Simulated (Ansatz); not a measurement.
CoSn under pressure

These are results of Ansatz, DFT PBEsol, scalar-relativistic, plane waves, PAW, not measurements. (420 eV cutoff, 12×12×8 k-mesh, Gaussian smearing of 0.10 eV, no spin polarisation)

Starting point, cell and atoms relaxed:

```
Co Sn
1.0
     5.21972    0.00000    0.00000
    -2.60986    4.52041    0.00000
     0.00000    0.00000    4.16847
Co Sn
3 3
Direct
  0.00000 0.50000 0.00000
  0.50000 0.50000 0.00000
  0.50000 0.00000 0.00000
  0.66667 0.33333 0.50000
  0.33333 0.66667 0.50000
  0.00000 0.00000 0.00000
```

Cell and atoms are relaxed at each pressure within the symmetry of the start, at zero temperature, so transitions that lower the symmetry aren't seen. The k-mesh given is that at zero pressure and may differ at others.

Question: Give the structure at 5 GPa.

Answer:
```
Co Sn
1.0
     5.16497    0.00000    0.00000
    -2.58249    4.47300    0.00000
     0.00000    0.00000    4.12432
Co Sn
3 3
Direct
  0.00000 0.50000 0.00000
  0.50000 0.50000 0.00000
  0.50000 0.00000 0.00000
  0.66667 0.33333 0.50000
  0.33333 0.66667 0.50000
  0.00000 0.00000 0.00000
```
The structure is hexagonal, space group P6/mmm (No. 191). The conventional cell has a = 5.165 Å, b = 5.165 Å, c = 4.124 Å, α = 90.00°, β = 90.00°, γ = 120.00°. Co (site symmetry mmm) is surrounded by 6 Sn at 2.54 to 2.58 Å and 4 Co at 2.58 Å. Around Sn (site symmetry -6m2) lie 6 Co at 2.54 Å. Sn (site symmetry 6/mmm) has 6 Co at 2.58 Å as nearest neighbours.